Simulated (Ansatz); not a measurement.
## Ti: energy along a strain

Ti, Fm-3m, a = 4.110 Å. This isn't the element's structure at ambient conditions. Ansatz: r2SCAN, PAW, 500 eV, Γ-centred 26×26×26 mesh on 1 atom, Gaussian smearing 0.15 eV; no spin polarisation. Cell vectors (Å): 0.000 2.055 2.055; 2.055 0.000 2.055; 2.055 2.055 0.000. The cell is strained by x per cent times the pattern (0 0 1 0 0 0) in the order xx yy zz yz xz xy (engineering shears), with fractional coordinates held. y is the free energy over the start, V0 = 17.360 Å³/atom.

```tsv
x (%)	y (meV/atom)
-2.00	?
-1.50	1.73
-1.00	0.78
-0.50	0.20
0.00	0.00
0.50	0.16
1.00	0.68
1.50	1.55
1.75	2.12
2.00	2.77
```

Problem. Fit y = c1 x + c2 x² + c3 x³ to the other rows, get the stiffness along the pattern, and predict the missing energy.

Solution. Least squares on the rows shown. y = −0.04123 x + 0.7293 x² − 0.008070 x³. The clamped-ion stiffness p·C·p = 2 × 7.293 eV × 160.2 / 17.360 Å³ = 135 GPa, which is C33 in these axes (C11 of the cubic crystal); c1 is there for the stress left in the start, which by itself gives a slope of -0.04 meV/atom per %. At x = -2.00 the fit asked for gives 3.06 meV/atom. The run gave 3.06 meV/atom, the same to the digits shown.

Cost: 10 runs of about 5 core-minutes in all, on Intel Xeon Platinum 8175M (Skylake/Cascade Lake) (shared hosts).